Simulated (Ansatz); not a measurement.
Optical constants of GaO

Theory: DFT PBE, scalar-relativistic, plane waves, PAW in Ansatz 0.2.0. Plane waves to 420 eV; Γ-centred k mesh 12×12×2; Gaussian smearing of 0.01 eV. No spin polarisation.

Relaxed structure:
```
CELL_PARAMETERS angstrom
3.10081 0.00000 0.00000
-1.55041 2.68538 0.00000
0.00000 0.00000 14.66291
ATOMIC_POSITIONS crystal
Ga 0.33333 0.66667 0.41459
Ga 0.33333 0.66667 0.58541
Ga 0.00000 0.00000 0.08542
Ga 0.00000 0.00000 0.91458
O 0.66667 0.33333 0.13530
O 0.66667 0.33333 0.86470
O 0.00000 0.00000 0.36468
O 0.00000 0.00000 0.63532
```

The cell was built by swapping an element in a database structure (itself possibly hypothetical) and relaxing; it need not be the stable form of this composition. The crystal is built of layers and no dispersion correction was added, so the binding between them is poorly described, and with it their spacing and whatever depends on it.

Independent-particle response (no local fields, no excitons) on a 18×18×4 mesh, broadened by 0.1 eV. Light polarised along y. The bands above those solved add 0.15 to ε₁ at zero frequency; that share is added as a constant.

(1) Tabulate n, κ, the reflectivity and the absorption coefficient against photon energy.

(2) Where is the highest local maximum of ε₂ between 0.3 and 7 eV?

(3) How do the static value and the gaps compare?

## Answers

(1)
| E (eV) | n | κ | R | α (10⁵ cm⁻¹) |
| --- | --- | --- | --- | --- |
| 0.1 | 2.30 | 0.00 | 0.16 | 0.00 |
| 0.4 | 2.31 | 0.00 | 0.16 | 0.00 |
| 0.7 | 2.32 | 0.00 | 0.16 | 0.00 |
| 1.0 | 2.34 | 0.00 | 0.16 | 0.00 |
| 1.3 | 2.37 | 0.00 | 0.16 | 0.00 |
| 1.6 | 2.41 | 0.00 | 0.17 | 0.00 |
| 1.9 | 2.46 | 0.00 | 0.18 | 0.00 |
| 2.2 | 2.54 | 0.00 | 0.19 | 0.01 |
| 2.5 | 2.66 | 0.01 | 0.21 | 0.02 |
| 2.8 | 2.86 | 0.01 | 0.23 | 0.02 |
| 3.1 | 3.48 | 0.20 | 0.31 | 0.64 |
| 3.4 | 3.29 | 1.06 | 0.33 | 3.64 |
| 3.7 | 3.32 | 1.79 | 0.39 | 6.71 |
| 4.0 | 1.74 | 1.78 | 0.35 | 7.23 |
| 4.3 | 1.56 | 1.18 | 0.22 | 5.15 |
| 4.6 | 1.59 | 0.80 | 0.13 | 3.71 |
| 4.9 | 1.72 | 0.58 | 0.11 | 2.86 |
| 5.2 | 1.93 | 0.46 | 0.12 | 2.43 |
| 5.5 | 2.13 | 0.43 | 0.15 | 2.42 |
| 5.8 | 2.47 | 0.63 | 0.21 | 3.70 |
| 6.1 | 2.40 | 1.08 | 0.25 | 6.66 |
| 6.4 | 2.04 | 1.28 | 0.25 | 8.29 |
| 6.7 | 1.98 | 1.17 | 0.23 | 7.94 |

(2) At 3.8 eV, where ε₂ = 12.7.

(3) ε₁(0) = 5.29; on the self-consistent k mesh the Kohn–Sham gap is 1.32 eV and the least direct gap 1.61 eV.

Cost: 1 run of about 14 core-minutes, on Intel Xeon Platinum 8259CL (Skylake/Cascade Lake) (shared hosts).